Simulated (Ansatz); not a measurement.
Theory: DFT PBE, scalar-relativistic, plane waves, PAW in Ansatz 0.2.0. All cells share a 420 eV cutoff and Γ-centred k meshes spaced at most about 0.3 Å⁻¹ (about 0.25 or finer for metals, 2π included). No spin polarisation.

These are static total energies at zero pressure.

Two forms of Ta5N were relaxed alike.

A.

```
Ta N
1.0
    -3.46555    3.46555    2.04203
     3.46555   -3.46555    2.04203
     3.46555    3.46555   -2.04203
Ta N
5 1
Direct
  0.00000 0.00000 0.00000
  0.80195 0.60302 0.40497
  0.39698 0.80195 0.19893
  0.19805 0.39698 0.59503
  0.60302 0.19805 0.80107
  0.50000 0.50000 0.00000
```

B.

```
Ta N
1.0
     3.05158    0.00000    0.00000
    -1.52579    2.64275    0.00000
     0.00000    0.00000   12.12856
Ta N
5 1
Direct
  0.66667 0.33333 0.89437
  0.33333 0.66667 0.10563
  0.66667 0.33333 0.30379
  0.33333 0.66667 0.69621
  0.00000 0.00000 0.50000
  0.00000 0.00000 0.00000
```

**Question.** Which form is favoured at zero pressure, and by what margin per atom?

**Answer.** A is lower, by 24 meV/atom. A has space group I4/m (No. 87), 16.3 Å³/atom and no gap on its mesh; B has space group P-3m1 (No. 164), 16.3 Å³/atom and no gap. In A, around Ta on a site of symmetry 4/m lie 2 N at 2.04 Å and 12 Ta at 3.01–3.07 Å; Ta on a site of symmetry m is surrounded by 1 N at 2.21 Å and 12 Ta at 2.97–3.13 Å; N is surrounded by 2 Ta at 2.04 Å and 4 Ta at 2.21 Å. In B, around Ta on a site of symmetry 3m lie 3 N at 2.18 Å and 12 Ta at 2.98–3.11 Å; Ta on a second site of symmetry 3m is surrounded by 12 Ta at 2.96–3.05 Å; N is surrounded by 6 Ta at 2.18 Å; 1 more site not described. Both come from invented guesses. The lowest form computed isn't among them: it has space group I4/mmm (No. 139), 16.0 Å³/atom and lies 47 meV/atom below the best shown.

For metals, differences of a few meV/atom aren't resolved. Spin–orbit coupling, which can matter for Ta, is left out. Cells relaxed within their symmetry can be saddle points. Some types were kept out of the candidates beforehand, so the set may lack a known form.
